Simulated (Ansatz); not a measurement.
HfC in Ansatz: convergence with xc grid

Crystal: HfC.

```xyz
2
Lattice="0.0000 2.3250 2.3250 2.3250 0.0000 2.3250 2.3250 2.3250 0.0000" Properties=species:S:1:pos:R:3 pbc="T T T"
Hf    2.3250    2.3250    2.3250
C     0.0000    0.0000    0.0000
```

```yaml
Program: Ansatz 0.2.0
Task: convergence study
Functional: r2SCAN
Potentials_or_basis: Ansatz PAW
Cutoff: "500 eV (not typed: the program's choice for these potentials)"
k_mesh: 8 × 8 × 8
Occupations: gaussian, width 0.1 eV
Spin: no spin polarisation
```

These are the settings of the first run; the series varies xc grid, with any setting tied to it.

Hardware: 2 threads of Arm Neoverse V1, on a shared host.

```csv
xc grid,"energy less the tightest run, at zero smearing (meV/atom)",SCF cycles,CPU time (s),peak memory (GiB)
1,-0.49,8,2.5,0.29
2,0.01,8,2.5,0.29
3,0.00,8,2.7,0.31
4,0.00,8,2.8,0.34
5,0.00,8,3.1,0.39
```

Against the tightest run, the energy stays within 1 meV/atom from 1 on. The tightest run that finished is the yardstick and may itself not be fully converged.

 Spin-orbit coupling is left out, which matters for the levels of Hf.
